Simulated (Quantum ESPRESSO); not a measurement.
Runs of Quantum ESPRESSO 7.5 on ZrS. It takes space group Fm-3m (No. 225, cubic). The conventional cell has a = 5.250 Å, b = 5.250 Å, c = 5.250 Å, α = 90.00°, β = 90.00°, γ = 90.00°. Zr (site symmetry m-3m) is surrounded by 6 S at 2.62 Å. S (site symmetry m-3m) has 6 Zr at 2.62 Å as nearest neighbours. 

| task | level | potentials or basis | U | cell | cutoff (eV) | smearing | hubbard projectors | mixing beta | form of the LDA correlation | gap on the mesh (eV) | pressure (GPa) |
| --- | --- | --- | --- | --- | --- | --- | --- | --- | --- | --- | --- |
| single point | PBEsol+U | GBRV 1.5 PBEsol | Zr d U = 6 eV | as given | 612 | fermi-dirac 0.05 eV | ortho-atomic | 0.3 | - | none | 0.6 |
| single point | PBEsol+U | GBRV 1.5 PBEsol | Zr d U = 3 eV | as given | 612 | fermi-dirac 0.05 eV | ortho-atomic | 0.3 | - | none | -3.4 |
| phonons | LDA | JTH 2.0 LDA | - | relaxed | 490 | methfessel-paxton 0.136 eV | - | 0.5 | PW92 | none | 0.0 |
| single point | PBEsol+U | GBRV 1.5 PBEsol | Zr d U = 2 eV | as given | 612 | fermi-dirac 0.05 eV | ortho-atomic | 0.3 | - | none | (a) |

Alike in all rows: no spin polarisation; k mesh 9 × 9 × 9.

Question: Fill in the values left out.

Answer: (a) -4.6.

Caveats: U without spin polarisation on a metal has little footing (some runs); the cutoff is low for these files, which shifts pressure and relaxed volume (some runs).

A k mesh can miss the band edges, and the runs leave out spin-orbit coupling on Zr.

A gap of «none» marks a metal or a gap under the smearing width.

Not every run made on this cell is shown here.
